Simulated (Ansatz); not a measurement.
# AlN: the cost of one run

Computed with Ansatz 0.2.0 (DFT PBE, scalar-relativistic, plane waves, PAW, unless a step's input says otherwise).

6 further runs of the same task are left out: 6 set aside as unsound or not needed.

## 1. The structure to begin with

Symmetry: P6_3/mmc, No. 194, hexagonal system. The conventional cell has a = 3.313 Å, b = 3.313 Å, c = 4.188 Å, α = 90.00°, β = 90.00°, γ = 120.00°. Around Al (site symmetry -6m2) lie 5 N at 1.91 to 2.09 Å. N (site symmetry -6m2) has 5 Al at 1.91 to 2.09 Å as nearest neighbours.

As a file:

```xyz
4
Lattice="3.3135 0.0000 0.0000 -1.6567 2.8696 0.0000 0.0000 0.0000 4.1876" Properties=species:S:1:pos:R:3 pbc="T T T"
Al    0.0000    1.9130    3.1407
Al    1.6567    0.9565    1.0469
N     0.0000    1.9130    1.0469
N     1.6567    0.9565    3.1407
```

It goes back to an entry of the Materials Project, which need not be the stable form.

This cell was relaxed beforehand with the same method: volume 9.95 Å³/atom, gap on the mesh 3.25 eV.

## 2. What is varied

The energy is mapped over two normal modes frozen in (zone-centre modes of the cell shown).

The axes are (1) amplitude of mode 4 (201 cm⁻¹), largest displacement: 11 values from −0.308 Å; (2) amplitude of mode 10 (663 cm⁻¹), largest displacement: 11 values from −0.066 Å.

Nothing else is relaxed (the cell and all other modes fixed). Energies count from the relaxed high-symmetry cell. Points are written as (first, second).

The modes come from a phonon run on the reference cell, made beforehand.

Displacement patterns for an amplitude of 1 (Å):

| atom | x1 | y1 | z1 | x2 | y2 | z2 |
| --- | --- | --- | --- | --- | --- | --- |
| Al1 | 0.000 | 0.000 | -0.519 | 0.000 | -0.519 | 0.000 |
| Al2 | 0.000 | 0.000 | -0.519 | 0.000 | -0.519 | 0.000 |
| N3 | 0.000 | 0.000 | 1.000 | 0.000 | 1.000 | 0.000 |
| N4 | 0.000 | 0.000 | 1.000 | 0.000 | 1.000 | 0.000 |

## 3. The run at (−0.308 Å, −0.013 Å)

input.yaml reads:

```yaml
crystal:
  lattice:
    - [3.3134793407, 0.0, 0.0]
    - [-1.6567396703, 2.8695572839, 0.0]
    - [0.0, 0.0, 4.1875902417]
  atoms:
    - { symbol: Al, position: [0.3345273419, 0.6690546839, 0.7881825525] }
    - { symbol: Al, position: [0.6678606753, 0.3357213505, 0.2881825525] }
    - { symbol: "N", position: [0.331033327, 0.6620666539, 0.1764493462] }
    - { symbol: "N", position: [0.6643666603, 0.3287333206, 0.6764493462] }
basis:
  ecutwfc: 520.0
kpoints:
  mp_grid: { grid: [9, 9, 6] }
hamiltonian:
  xc: pbe
  pseudopotentials: { kind: paw, azcp: { folder: soft_1 } }
scf:
  occupations: { method: gaussian, width: 0.05 }
output:
  forces: true
  stress: true
  eigenvalues: true
```

On the command line:

```console
ansatz run input.yaml --threads 1 --pin off --max-ram 2048MiB --backend cpu --events-out ev --progress --plain --runs-dir out
```

**Question.** How long does this run take on 1 thread of Intel Xeon Platinum 8375C at 2.90GHz (Ice Lake), shared host, and how much memory does it need?

About 9.2 s, with a peak of 0.44 GiB.
